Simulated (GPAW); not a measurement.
Crystal: Sb.

```
Sb
1.0
     2.15420    1.24373    3.75800
    -2.15420    1.24373    3.75800
     0.00000   -2.48746    3.75800
Sb
2
Direct
  0.76651 0.76651 0.76651
  0.23349 0.23349 0.23349
```

```yaml
Program: GPAW 26.7.0
Task: relaxation of cell and atoms
Functional: PBEsol
Dispersion: D3(BJ)
Potentials_or_basis: PAW data sets generated in the run's folder for this functional
Cutoff: 600 eV
Basis: pw
k_mesh: 6 × 6 × 6
Occupations: fermi-dirac, width 0.05 eV
Spin: no spin polarisation
```

At the start: pressure -2.6 GPa; volume 30.21 Å³/atom.

Question: Where does the relaxation end?

Answer: Over 10 steps the energy falls by 16.9 meV/atom and the volume is 28.35 Å³/atom (-6.1 %); space group R-3m (No. 166, to 0.05 Å).

Step by step:
```
step  energy change (eV)  largest force (eV/Å)  pressure (GPa)  volume (Å³)
   1              0.0000                0.0052           -2.62        60.41
   2             -0.0091                0.0515           -2.06        59.78
   3             -0.0247                0.2404            0.12        57.46
   4             -0.0264                0.2146            0.13        57.35
   5             -0.0329                0.0061            0.12        56.63
   6             -0.0330                0.0178            0.01        56.71
   7             -0.0333                0.0304           -0.11        56.77
   8             -0.0336                0.0334           -0.17        56.80
   9             -0.0338                0.0198           -0.11        56.75
  10             -0.0339                0.0041           -0.03        56.70
```

Final structure:
```cif
data_structure
_symmetry_space_group_name_H-M 'P 1'
_symmetry_Int_Tables_number 1
_cell_length_a 4.3719
_cell_length_b 4.3719
_cell_length_c 4.3719
_cell_angle_alpha 58.238
_cell_angle_beta 58.238
_cell_angle_gamma 58.238
_cell_volume 56.70
loop_
_atom_site_label
_atom_site_type_symbol
_atom_site_fract_x
_atom_site_fract_y
_atom_site_fract_z
_atom_site_occupancy
Sb1 Sb 0.76343 0.76343 0.76343 1
Sb2 Sb 0.23657 0.23657 0.23657 1
```

Caveat: later steps reuse the first step's grids; pairwise dispersion overbinds metals, which lowers pressure and volume.
